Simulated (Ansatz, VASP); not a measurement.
# SnO: VASP beside Ansatz

Aim: how closely do two programs agree when they are given the same cell, functional and k mesh? The structure shown is the start of the Ansatz relaxation below; VASP solves that cell, so the two are compared at the walk's first step.

Main program and level: Ansatz 0.2.0; plane waves, with VASP 6.6.1 beside it; single point at PBE.

**1. Starting point**

The cell holds 4 atoms: 2 Sn and 2 O. Cell: a = 3.711 Å, b = 3.413 Å, c = 28.809 Å, α = 90.0°, β = 90.0°, γ = 90.0°. Vacuum lies along c. The height across the vacuum is the one that the program set for its solve, not the one typed.

**2. Ansatz: relaxation, PBE**

Ansatz runs on its default PAW (the set named soft_2) files.

The two programs are compared at the cell with which this relaxation starts, whose forces are those of its first step.

input.yaml

```yaml
crystal:
  lattice:
    - [3.71054344, 0.0, 0.0]
    - [0.0, 3.41346025, 0.0]
    - [0.0, 0.0, 18.92544]
  atoms:
    - { symbol: Sn, position: [0.0, 0.0, 0.56617041] }
    - { symbol: Sn, position: [0.5, 0.5, 0.43382959] }
    - { symbol: O, position: [0.0991, 0.0, 0.4489282] }
    - { symbol: O, position: [0.5991, 0.5, 0.5510718] }
  periodic: [true, true, false]
kpoints:
  mp_grid: { grid: [7, 8, 1] }
scf:
  occupations: { method: fermi_dirac, width: 0.05 }
hamiltonian:
  xc: pbe
  pseudopotentials: { kind: paw }
output:
  forces: true
  stress: true
relax:
  f_tol: 0.02
  max_steps: 50
  cell: {}
```

The run is started by

```sh
ansatz run input.yaml --threads 4 --pin off --max-ram 8192MiB --backend cpu --events-out ev --progress --plain --runs-dir out
```

Numbers of over 12 decimals in the logs are rounded to 6 here.

The program printed:

```text
Warning: crystal.periodic: the lattice vector that does not repeat stood 0.000° off the slab's normal, 18.925 Å along it as the deck builds it. The run solves the slab on a vector along the normal, 28.809 Å long, with every atom where it was (on the deck's vector they left 16.42 Å outside them, and the widest stretch free of ions among them is 1.93 Å). A fractional position that the run reports is one of the run's ce [...]
crystal.periodic: the lattice vector that does not repeat stood 0.000° off the slab's normal, 18.925 Å along it as the deck builds it. The run solves the slab on a vector along the normal, 28.809 Å long, with every atom where it was (on the deck's vector they left 16.42 Å outside them, and the widest stretch free of ions among them is 1.93 Å). A fractional position that the run reports is one of the run's cell, which [...]
Engine: ansatz 0.2.0, aarch64-unknown-linux-gnu
Pseudopotentials: kind: paw
Pseudopotential: Sn, paw, valence charge 14, recommended cutoff 420 eV (normal), Sn.paw.azcp
Pseudopotential: O, paw, valence charge 6, recommended cutoff 420 eV (normal), O.paw.azcp
Functional definition: PBE
  parameter kappa = 0.804
  parameter beta = 0.066725
  exchange = pbe_x(kappa = kappa, mu = beta*pi^2/3)
  correlation = pbe_c(beta = beta)
Crystal: 4 atoms, lattice volume = 364.892 Å³
Basis set: ecut = 420 eV, 7147 PW (Γ), exchange–correlation on 50×48×400 points (8 copies of the dense FFT grid, shifted against one another)
Bands: 24, of which v1, the nominal top of the filled ones, is band 20 counted from 1 (19 counted from 0)
Symmetry: 4 space group operations
Space group: Pmn21 (ITA 31), of the structure as read, at distance tolerance 7.1e-5 Å
k-points: 20 of 56 (time reversal used)
Non-local potential: Sn, projectors of the file, l = 0: 2, l = 1: 2, l = 2: 2, l = 3: 2
Non-local potential: O, projectors of the file, l = 0: 2, l = 1: 2, l = 2: 1
PAW form: soft (Blöchl's): semilocal exchange-correlation on the pseudo side does not see the compensation charge
PAW one-centre angular grid: Sn, 590 points (default); XC on 64 Gauss nodes
PAW one-centre angular grid: O, 110 points (default); XC on 64 Gauss nodes
Initial density: superposition of atomic densities (neutral atoms: chi_scale 0, normalization atom), corrected by the library's trained network
Initial wavefunctions: pseudopotential atomic-orbital guess
Functional: x = pbe(κ = 0.804, μ = 0.219515), c = pbe(β = 0.066725)
SCF iter   1: F=—  HF=-13182.552418 eV  |F-HF|=—  |Δ(HF+E_count)|=         —  Δρ=1.24e-3  dr2=9.26e-3  ethr=1.77e-3  ⟨swp⟩=10.7  Hψ=3186  notcnv=0
[...]
basis re-selected at this cell: Δ(F+E_penalty+E_count) = -3.159e-2 eV, ΔP = +0.141 N/m vs the last step (what re-selecting the basis moved, of the pressure what is left beyond the Pulay correction that the steps carried, after the strain that the cell walked since its last selection, with what the two solves' SCF thresholds leave and, on support functions, any second-order correction that the steps lacked; it is no measure of the basis error at this ecutwfc). The dense FFT grid was sized anew with the basis: this SCF ran on 36×24×200 points, the steps before it on 32×24×200, so part of this shift can come from that change (see relax.cell in the input reference). [rest of the remark cut]
Crystal: 4 atoms, lattice volume = 491.390 Å³
Basis set: ecut = 420 eV, 9607 PW (Γ), exchange–correlation on 72×48×400 points (8 copies of the dense FFT grid, shifted against one another)
iter 1 solved again at ethr=3.95e-4 eV; its pass at ethr=3.10e-3 eV (dr2=1.58e-1 eV) is discarded
SCF iter   1: F=—  HF=-13183.184923 eV  |F-HF|=—  |Δ(HF+E_count)|=         —  Δρ=6.91e-3  dr2=1.58e-1  ethr=3.95e-4  ⟨swp⟩=2.0  Hψ=3522  notcnv=0
preconditioner: auto → Resta (q_TF=auto, 1.796 Å⁻¹)  ε∞=1.4  [insulator: Δε(μ)=2.803 eV  Ē_g=17.306 eV  σ=0.050 eV  W_gap=1.00  n_scr=38 (ndim 8)  ℏωp=10.6 eV  f_vac=0.788  D(μ)=0.00/eV (n_scr^D=0)  ε∞_Penn≈1.4  vacuum switching on, ρ_ref=2.2e-2 e/Å³]
SCF iter   2: F=—  HF=-13183.140873 eV  |F-HF|=—  |Δ(HF+E_count)|=   4.40e-2  Δρ=3.35e-3  dr2=2.76e-2  ethr=3.95e-4  ⟨swp⟩=2.0  Hψ=712  notcnv=0
SCF iter   3: F=—  HF=-13183.138765 eV  |F-HF|=—  |Δ(HF+E_count)|=   2.11e-3  Δρ=1.72e-3  dr2=1.39e-2  ethr=6.89e-5  ⟨swp⟩=3.1  Hψ=897  notcnv=0
SCF iter   4: F=—  HF=-13183.136102 eV  |F-HF|=—  |Δ(HF+E_count)|=   2.66e-3  Δρ=5.40e-4  dr2=1.04e-3  ethr=3.48e-5  ⟨swp⟩=2.6  Hψ=775  notcnv=0
SCF iter   5: F=—  HF=-13183.135997 eV  |F-HF|=—  |Δ(HF+E_count)|=   1.05e-4  Δρ=9.73e-5  dr2=3.12e-5  ethr=2.60e-6  ⟨swp⟩=2.6  Hψ=713  notcnv=0
SCF iter   6: F=—  HF=-13183.135882 eV  |F-HF|=—  |Δ(HF+E_count)|=   1.15e-4  Δρ=2.38e-5  dr2=1.49e-6  ethr=7.81e-8  ⟨swp⟩=2.4  Hψ=887  notcnv=0
SCF iter   7: F=—  HF=-13183.135883 eV  |F-HF|=—  |Δ(HF+E_count)|=   1.07e-6  Δρ=6.08e-6  dr2=1.68e-7  ethr=3.82e-10  ⟨swp⟩=7.5  Hψ=2471  notcnv=0
SCF iter   8: F=-13183.135883 eV  HF=-13183.135883 eV  |F-HF|=1.10e-8  |Δ(HF+E_count)|=   3.67e-8  Δρ=1.61e-6  dr2=1.36e-8  ethr=3.82e-10  ⟨swp⟩=5.1  Hψ=1717  notcnv=0
SCF 29 converged in 8 iterations: F = -13183.135883 eV  dr2 = 1.36e-8
relax step  29: F+E_penalty+E_count = -13183.13588275 eV  Δ(F+E_penalty+E_count) = +4.205e-3 eV  max|allowed force component| = 1.166e-1 eV/Å  Δτ_max = 0.1518 Å  P = -0.471 N/m  Ω = 491.390 Å³  energy of the carried Pulay correction = -5.145e-3 eV  fix = [c, alpha, beta]  reactions: c -0.000 N/m  (8 SCF iters, dr2 threshold 1.53e-7 eV, accepted)
[...]
relax step  30: F+E_penalty+E_count = -13183.14163782 eV  Δ(F+E_penalty+E_count) = -5.755e-3 eV  max|allowed force component| = 2.272e-3 eV/Å  Δτ_max = 0.0042 Å  P = -0.033 N/m  Ω = 486.474 Å³  energy of the carried Pulay correction = -3.160e-3 eV  fix = [c, alpha, beta]  reactions: c -0.000 N/m  (5 SCF iters, dr2 threshold 4.00e-7 eV, accepted)
[...]
relax step  31: F+E_penalty+E_count = -13183.14535457 eV  Δ(F+E_penalty+E_count) = -3.717e-3 eV  max|allowed force component| = 1.731e-3 eV/Å  Δτ_max = 0.0000 Å  P = +0.006 N/m  Ω = 486.474 Å³  fix = [c, alpha, beta]  reactions: c +0.000 N/m  stress off target by 3.41e-2 N/m on what of the cell is left free  SCF on the basis re-selected at this cell (its energy is not comparable with the rows above)  (7 SCF iters)
basis re-selected at this cell: Δ(F+E_penalty+E_count) = -3.717e-3 eV, ΔP = +0.039 N/m vs the last step (what re-selecting the basis moved, of the pressure what is left beyond the Pulay correction that the steps carried, after the strain that the cell walked since its last selection, with what the two solves' SCF thresholds leave and, on support functions, any second-order correction that the steps lacked; it is no m [...]
SCF converged after 7 iterations
Free energy (F): -13183.145355 eV
Harris-Foulkes:  -13183.145355 eV  (|F-HF|=9.61e-9)
Internal energy: -13183.145355 eV  (E = F + TS)
E sigma→0 (E₀):  -13183.145355 eV
Fermi energy:    -3.851032 eV
--- Per-component energies (eV) ---
  E_band       = -736.202350
  E_kinetic    = 720.531969
  E_local      = -54107.780056  (includes V_loc(G=0)·N_el)
  E_nonlocal   = 31.737146
  E_hartree    = 26888.869759
  E_xc         = -911.557335
  E_vxc        = -378.397519  (∫ρ·V_xc dr)
  E_paw        = -8587.707333  (= ΣΔE_a)
  E_vpaw       = -780.038141  (= ΣTr[D̂ρ^β])
  E_aug_tail   = 0.004803  (compensation charges beyond the density's cutoff)
  E_ewald      = 22782.755691
  E_smearing   = -0.000000  (= −TS)
  E_closure    = -0.000000  (closes the sum)
  Σ components = -13183.145355   (vs F -13183.145355, Δ=0.00e0)
--- Forces (eV/Å), atoms counted from 1 ---
  atom   1  Sn     0.00173111     0.00000000    -0.00096933
  atom   2  Sn     0.00173111     0.00000000     0.00096933
  atom   3  O     -0.00173108     0.00000000     0.00063337
  atom   4  O     -0.00173108     0.00000000    -0.00063337
  max |Σ_I F_I| component: 6.30e-8 eV/Å
--- 2D stress c σ (N/m, compression-positive) ---
        0.034126       0.000000       0.000000
        0.000000      -0.022557       0.000000
        0.000000       0.000000       0.000000
  P = ½ c Tr σ = 0.0058 N/m
--- Relaxed structure (26 steps of the walk, 26 accepted, 5 SCFs on fresh bases) ---
  F+E_penalty+E_count = -13183.14535457 eV   max|allowed force component| = 1.731e-3 eV/Å   (the final SCF, on the basis selected at the relaxed cell)
  cell:  # Å, volume = 486.4737 Å³
    - [5.015185, 2.8045182240621667e-18, 0]
    - [2.5799755839098327e-18, 3.366984, 0]
    - [0, 0, 28.809216]
  atoms:
    - { symbol: Sn, position: [-0.122676, 0, 0.369008] }
    - { symbol: Sn, position: [0.377324, 0.500000, 0.287915] }
    - { symbol: O, position: [0.221776, 0, 0.326278] }
    - { symbol: O, position: [0.721776, 0.500000, 0.330645] }
```

The column dr2 measures how far the density is from self-consistency, as an energy; F and HF (Harris–Foulkes) agree once it is small.

**3. VASP: single point, PBE, start cell**

The same cell, functional, mesh and smearing now go to VASP, with its own data sets.

Lines of VASP's logs that name or quote its potential files are left out, and so is its time.

INCAR

```
SYSTEM = SnO
PREC = Accurate
ENCUT = 520
EDIFF = 1E-06
NELM = 120
ISMEAR = -1
SIGMA = 0.05
LREAL = .FALSE.
ALGO = Normal
GGA = PE
NBANDS = 26
LORBIT = 11
LWAVE = .FALSE.
LCHARG = .FALSE.
ISIF = 2
LDIPOL = .TRUE.
IDIPOL = 3
DIPOL = 0.5 0.5 0.328
LVHAR = .TRUE.
LASPH = .TRUE.
GGA_COMPAT = .FALSE.
EFERMI = MIDGAP
NELMDL = -8
KPAR = 2
```

POSCAR

```
SnO
1.0
    3.7105430000      0.0000000000      0.0000000000
    0.0000000000      3.4134600000      0.0000000000
    0.0000000000      0.0000000000     28.8092160000
Sn O
2 2
Direct
    0.0000000674      0.0000000000      0.3719304267
    0.5000000674      0.5000000000      0.2849926912
    0.0991001183      0.0000000000      0.2949113228
    0.5991001182      0.5000000000      0.3620117951
```

KPOINTS

```
Automatic mesh
0
Gamma
7 8 1
0 0 0
```

Potentials, in the order of the species: Sn_d and O (PBE family, release 64).

The run is started by

```sh
mpirun -np 2 vasp_std
```

The program printed:

```text
[banner, memory and clock lines left out]
running    2 mpi-ranks, on    1 nodes
 distrk:  each k-point on    1 cores,    2 groups
 distr:  one band on    1 cores,    1 groups

 POSCAR found type information on POSCAR SnO
 POSCAR found :  2 types and       4 ions
 LDA part: xc-table for (Slater+PW92), standard interpolation
 POSCAR, INCAR and KPOINTS ok, starting setup
 FFT: planning ... GRIDC
 FFT: planning ... GRID_SOFT
 FFT: planning ... GRID
 WAVECAR not read
 entering main loop
       N       E                     dE             d eps       ncg     rms          rms(c)
DAV:   1     0.352207297607E+03    0.35221E+03   -0.18355E+04  1216   0.132E+03
DAV:   2     0.378168443543E+02   -0.31439E+03   -0.30873E+03  1258   0.314E+02
DAV:   3    -0.237251039933E+02   -0.61542E+02   -0.60785E+02  1472   0.152E+02
DAV:   4    -0.257679899791E+02   -0.20429E+01   -0.20352E+01  1256   0.332E+01
DAV:   5    -0.258101983215E+02   -0.42208E-01   -0.42144E-01  1296   0.512E+00
DAV:   6    -0.258118539849E+02   -0.16557E-02   -0.16555E-02  1328   0.997E-01
DAV:   7    -0.258119626357E+02   -0.10865E-03   -0.10865E-03  1510   0.230E-01
DAV:   8    -0.258119653111E+02   -0.26755E-05   -0.26754E-05  1370   0.291E-02    0.118E+01
DAV:   9    -0.220768732851E+02    0.37351E+01   -0.23245E+01  1682   0.517E+01    0.587E+00
DAV:  10    -0.219355321069E+02    0.14134E+00   -0.27920E+00  1224   0.995E+00    0.282E+00
DAV:  11    -0.218942424721E+02    0.41290E-01   -0.39707E-01  1428   0.421E+00    0.974E-01
DAV:  12    -0.218749284666E+02    0.19314E-01   -0.55777E-02  1678   0.202E+00    0.315E-01
DAV:  13    -0.218751267202E+02   -0.19825E-03   -0.13589E-02  1568   0.964E-01    0.279E-01
DAV:  14    -0.218731141792E+02    0.20125E-02   -0.10229E-02  1528   0.787E-01    0.619E-02
[...]
DAV:  19    -0.218740593067E+02   -0.18107E-03   -0.24256E-05  1100   0.223E-02    0.385E-03
DAV:  20    -0.218741148893E+02   -0.55583E-04   -0.26736E-06  1064   0.685E-03    0.251E-03
DAV:  21    -0.218741776586E+02   -0.62769E-04   -0.52383E-06   978   0.132E-02    0.270E-03
DAV:  22    -0.218742061423E+02   -0.28484E-04   -0.20711E-06   916   0.786E-03    0.716E-04
DAV:  23    -0.218742126066E+02   -0.64642E-05   -0.25976E-07  1018   0.263E-03    0.484E-04
DAV:  24    -0.218742164244E+02   -0.38178E-05   -0.72914E-08   920   0.151E-03    0.501E-04
DAV:  25    -0.218742195325E+02   -0.31082E-05   -0.10439E-07   918   0.122E-03    0.306E-04
DAV:  26    -0.218742199906E+02   -0.45804E-06   -0.14472E-08   958   0.791E-04
   1 F= -.21874220E+02 E0= -.21874220E+02  d E =-.158103E-07
```

Parts of OUTCAR (step 3):

```text
ion  position               nearest neighbor table
   1  0.000  0.000  0.372-   3 2.25   4 2.28   4 2.28   4 2.82   4 2.82   2 3.55   2 3.55   2 3.55
                             2 3.55
   2  0.500  0.500  0.285-   4 2.25   3 2.28   3 2.28   3 2.82   3 2.82   1 3.55   1 3.55   1 3.55
                             1 3.55
   3  0.099  0.000  0.295-   1 2.25   2 2.28   2 2.28   2 2.82   2 2.82
   4  0.599  0.500  0.362-   2 2.25   1 2.28   1 2.28   1 2.82   1 2.82

  LATTYP: Found a simple orthorhombic cell.
 ALAT       =     3.4134600000
 B/A-ratio  =     1.0870328054
 C/A-ratio  =     8.4398868011

 Subroutine GETGRP returns: Found  4 space group operations
 (whereof  2 operations were pure point group operations)

The static configuration has the point symmetry C_1h.
 The point group associated with its full space group is C_2v.

 Found     20 irreducible k-points:

   k-points           NKPTS =     20   k-points in BZ     NKDIM =     20   number of bands    NBANDS=     26

   dimension x,y,z NGX =    28 NGY =   28 NGZ =  216
   dimension x,y,z NGXF=    56 NGYF=   56 NGZF=  432

   ENCUT  =  520.0 eV  38.22 Ry    6.18 a.u.   6.90  6.35 53.57*2*pi/ulx,y,z

   NELECT =      40.0000    total number of electrons

 k-points in reciprocal lattice and weights: Automatic mesh
   0.00000000  0.00000000  0.00000000       0.018
   0.14285714  0.00000000  0.00000000       0.036
   0.28571429  0.00000000  0.00000000       0.036
   0.42857143  0.00000000  0.00000000       0.036
   0.00000000  0.12500000  0.00000000       0.036
   0.14285714  0.12500000  0.00000000       0.071
   0.28571429  0.12500000  0.00000000       0.071
   0.42857143  0.12500000  0.00000000       0.071
   0.00000000  0.25000000  0.00000000       0.036
[...]
0.28571429  0.50000000  0.00000000       0.036
   0.42857143  0.50000000  0.00000000       0.036

 dipolmoment           0.000000      0.000000      0.000002 electrons x Angstroem

 average (electrostatic) potential at core
       1-108.9969       2-108.9969       3 -77.6550       4 -77.6550

 E-fermi :  -2.0256

 k-point     1 :       0.0000    0.0000    0.0000
  band No.  band energies     occupation
    ...
     16      -6.4680      2.00000
     17      -6.2768      2.00000
     18      -5.3149      2.00000
     19      -5.2994      2.00000
     20      -3.4154      2.00000
     21      -0.0296      0.00000
     22       0.4031      0.00000
     23       2.0906      0.00000
     24       2.2013      0.00000
     25       2.4576      0.00000
    ...

 k-point     2 :       0.1429    0.0000    0.0000
  band No.  band energies     occupation
    ...
     16      -6.1804      2.00000
     17      -6.1636      2.00000
     18      -5.2781      2.00000
     19      -4.7602      2.00000
     20      -3.4564      2.00000
     21       0.2109      0.00000
     22       0.4168      0.00000
     23       2.1666      0.00000
     24       2.1828      0.00000
     25       2.4572      0.00000
    ...

 k-point     3 :       0.2857    0.0000    0.0000
  band No.  band energies     occupation
    ...
     16      -5.8690      2.00000
     17      -5.6793      2.00000
     18      -5.2238      2.00000
     19      -3.7147      2.00000
     20      -3.4960      2.00000
     21      -0.1459      0.00000
     22       0.5821      0.00000
     23       1.3777      0.00000
     24       1.7519      0.00000
     25       3.0050      0.00000
    ...

  Total        0.4882708      0.8495469     -1.1347419      0.0000000      0.0000000      0.0000000
  in kB        2.1439152      3.7302179     -4.9824613      0.0000000      0.0000000      0.0000000
  external PRESSURE =       0.2972239 kB  Pullay stress =       0.0000000 kB

  energy-cutoff  :      520.00
  volume of cell :      364.89
      direct lattice vectors                 reciprocal lattice vectors
     3.710543000  0.000000000  0.000000000     0.269502334  0.000000000  0.000000000
     0.000000000  3.413460000  0.000000000     0.000000000  0.292957879  0.000000000
     0.000000000  0.000000000 28.809216000     0.000000000  0.000000000  0.034711115

 POSITION                                       TOTAL-FORCE (eV/Angst)
 -----------------------------------------------------------------------------------
      0.00000      0.00000     10.71502        -0.224035      0.000000      0.523668
      1.85527      1.70673      8.21042        -0.224035      0.000000     -0.523668
      0.36772      0.00000      8.49616         0.224035      0.000000      1.230369
      2.22299      1.70673     10.42928         0.224035      0.000000     -1.230369
 -----------------------------------------------------------------------------------
    total drift:                               -0.000227      0.000000     -0.000029

  FREE ENERGIE OF THE ION-ELECTRON SYSTEM (eV)
  ---------------------------------------------------
  free  energy   TOTEN  =       -21.8742199906 eV

  energy  without entropy=      -21.8742199748  energy(sigma->0) =      -21.87421998

 vacuum level on the upper side and lower side of the slab         2.121         2.121

 total charge
# of ion       s       p       d       tot
------------------------------------------
    1        1.353   0.687  10.035  12.075
    2        1.353   0.687  10.035  12.075
    3        1.584   3.351   0.000   4.936
    4        1.584   3.351   0.000   4.936
--------------------------------------------------
tot          5.875   8.077  20.071  34.022

[... 3 further parts left out ...]
```

**4. Differences**

Known differences besides the potentials themselves: Ansatz cuts the interaction across the vacuum, VASP repeats the sheet with a dipole correction; the cutoff is 420 eV in Ansatz and 520 eV in VASP. Total energies have different zeros and are not compared.

Forces (eV/Å; atoms numbered as in POSCAR):

```
atom         Ansatz x, y, z           VASP x, y, z
 Sn1   -0.251, 0.000, 0.472   -0.224, 0.000, 0.524
 Sn2  -0.251, 0.000, -0.472  -0.224, 0.000, -0.524
  O3    0.251, 0.000, 1.247    0.224, 0.000, 1.230
  O4   0.251, 0.000, -1.247   0.224, 0.000, -1.230
```

The forces differ by 27 meV/Å r.m.s., which is 4.8 % of the r.m.s. force of 0.561 eV/Å (both taken over all components). With vacuum in the cell, a pressure given here is an average over mostly empty space and none of the material.

**5. Outcome**

```json
{"r.m.s. force difference (single point, PBE, start cell)": "4.8 % of the r.m.s. force"}
```

What this shows: The r.m.s. force difference is 4.8 % of the r.m.s. force (single point, PBE, start cell), beyond the 3 % picked in this series as the mark of a large difference. What causes the difference of the single point, PBE, start cell pair stays open here. Such differences can come from data sets, numerical settings and the points named under the comparisons, not from the functional's error against experiment.

[Lines on the potential files, build, host, timing and source positions are cut from VASP's logs without a mark.]

[Logs are printed without paths, hosts, clocks, repeated set-up lines and the standing remarks that a program may print on its own settings, such as how far it seeks lower states.]

[Hosts, paths, dates, database ids (printed as entryN), source tags and the programs' standing remarks are cut or masked in the printed files.]
